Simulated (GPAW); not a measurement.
## TiAl3: equation of state with LDA

The system is TiAl3.

```
Ti Al
1.0
     2.83968    0.00000    0.00000
     0.00000    4.68126    0.00000
     0.00000    0.00000    4.90074
Ti Al
1 3
Direct
  0.00000 0.50000 0.16592
  0.00000 0.00000 0.83590
  0.50000 0.00000 0.33091
  0.50000 0.50000 0.66727
```

The cell comes from a database or a generator and needn't be the stable form of this composition.

| Property | Result |
| --- | --- |
| Program | GPAW 26.7.0 |
| Task | equation of state |
| Functional | LDA |
| Potentials or basis | the program's PAW data sets (release 1.2.1) made for this functional |
| Cutoff | 600 eV |
| Basis | pw |
| k mesh | 8 × 5 × 5 |
| Occupations | fermi-dirac, width 0.05 eV |
| Spin | no spin polarisation |

```
Equilibrium volume                        : 15.53 Å³/atom
Bulk modulus at fixed shape and positions : 109 GPa
Pressure derivative of the bulk modulus   : 4.2
```

Energy against volume, from the lowest point:
```
volume (Å³/atom)  energy (meV/atom)
          15.310               0.80
          15.635               0.00
          15.961               3.68
          16.287              11.40
          16.612              22.73
          16.938              37.28
          17.264              54.75
```

Wall time 4.6 min on 1 thread of Arm Neoverse V2, with other jobs on the host, peak memory 0.44 GiB.

Caveat: the cell was scaled at fixed shape and fractional positions, which overstates the stiffness of a crystal with free parameters, most of all of layers and chains.
